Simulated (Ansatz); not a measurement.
**MgO2 under changes of volume**

One of the cells (10.390 Å³/atom); the others are scaled copies at fixed shape and fractional positions:

```xyz
3
Lattice="1.6048 0.9265 3.4940 -1.6048 0.9265 3.4940 0.0000 -1.8530 3.4940" Properties=species:S:1:pos:R:3 pbc="T T T"
Mg    0.0000    0.0000    0.0000
O     0.0000    0.0000    5.9874
O     0.0000    0.0000    4.4945
```

The cell comes from a database or a generator and needn't be the stable form of this composition.

* Program: Ansatz 0.2.0
* Functional: LDA
* Potentials or basis: Ansatz PAW
* Cutoff: 420 eV (not typed: the program's choice for these potentials)
* k mesh: 10 × 10 × 10
* Occupations: fermi-dirac, width 0.05 eV
* Spin: no spin polarisation

```csv
volume (Å³/atom),energy over the lowest point (meV/atom),pressure (GPa),gap on the mesh (eV),largest force (eV/Å)
9.766,0.00,-2.3,2.58,0.164
9.974,4.90,-5.2,2.44,0.266
10.182,13.39,-7.8,2.31,0.362
10.390,25.01,-10.1,2.19,0.450
10.598,?,?,?,?
10.805,56.58,-14.1,1.95,0.608
11.013,75.91,-15.7,1.85,0.679
```

What does the run at 10.598 Å³/atom give?

Energy over the lowest point 39.54 meV/atom; pressure -12.2 GPa; gap on the mesh 2.07 eV; largest force 0.532 eV/Å.

Worked out: A Birch-Murnaghan fit of order 3 (a polynomial in V^(-2/3)) to the other rows has its minimum at 9.62 Å³/atom, just outside them, with B0 = V·E''(V) = 154 GPa and B' = 4.2 at fixed shape and positions, which overstates the stiffness. It gives 39.57 meV/atom at 10.598 Å³/atom, against the run's 39.54, and -dE/dV = -12.2 GPa, against -12.2. A straight line through the other rows of the gap, of slope -6.08 eV per unit of ln V (its deformation potential), gives 2.07 eV, against the run's 2.07.

Energies are extrapolated to zero smearing.

Caveats: the PAW data sets come from PBE, with cores solved anew for the run's functional, which leaves a small shift of forces and pressure.

A mesh can miss the band edges.
